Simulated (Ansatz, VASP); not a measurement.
## TiPt3 in VASP and in Ansatz

INCAR

```
PREC = Accurate
ENCUT = 520
EDIFF = 1E-7
ISMEAR = -1
SIGMA = 0.05
LREAL = False
LASPH = True
NELM = 80
ALGO = Normal
ISIF = 2
LWAVE = False
LCHARG = False
GGA = PS
NBANDS = 29
```

The input KPOINTS:

```
regular mesh
0
Gamma
  7 7 7
```

The input POSCAR:

```
TiPt3
1.0
    3.9734311690      0.0000000000      0.0000000000
    0.0000000000      3.9734311690      0.0000000000
    0.0000000000      0.0000000000      3.9734311690
Pt Ti
3 1
Direct
    0.5000000000      0.5000000000      0.0000000000
    0.5000000000      0.0000000000      0.5000000000
    0.0000000000      0.5000000000      0.5000000000
    0.0000000000      0.0000000000      0.0000000000
```

The input input.yaml:

```yaml
crystal:
  lattice:
    - [3.973431169, 0.0, 0.0]
    - [0.0, 3.973431169, 0.0]
    - [0.0, 0.0, 3.973431169]
  atoms:
    - { symbol: Pt, position: [0.5, 0.5, 0.0] }
    - { symbol: Pt, position: [0.5, 0.0, 0.5] }
    - { symbol: Pt, position: [0.0, 0.5, 0.5] }
    - { symbol: Ti, position: [0.0, 0.0, 0.0] }
kpoints:
  mp_grid: { grid: [7, 7, 7] }
scf:
  occupations: { method: fermi_dirac, width: 0.05 }
hamiltonian:
  xc: pbesol
  pseudopotentials: { kind: all_electron, lapw: { basis_error: 0.001 } }
output:
  forces: true
  stress: true
  eigenvalues: true
```

Change from the starting cell: volume scaled by 1.06.

Alike in both runs: task single point; functional PBEsol; k mesh 7 × 7 × 7; occupations fermi-dirac, width 0.05 eV; no spin polarisation.

|  | VASP | Ansatz |
| --- | --- | --- |
| version | VASP 6.6.1 | Ansatz 0.2.0 |
| potentials or method | VASP PAW PBE potentials, release 64 (Pt, Ti_sv) | all-electron LAPW, scalar-relativistic |
| plane-wave cutoff (eV) | 520 | see its input |

Ansatz gave:

```
gap on the k mesh at the Fermi level (eV) : none
pressure (GPa)                            : -13.0
```

Q: Which values does VASP return?

A: gap on the k mesh at the Fermi level (eV): none; pressure (GPa): -13.3.

A gap of «none» marks a metal or a gap that the smearing closes. Ansatz ran all-electron here, so the differences hold the error of VASP's frozen core and of both bases.

Caveats: the PAW data sets were made with another functional, which shifts forces and pressure a little (VASP). The runs have no spin-orbit coupling, so splittings on Pt are missing.
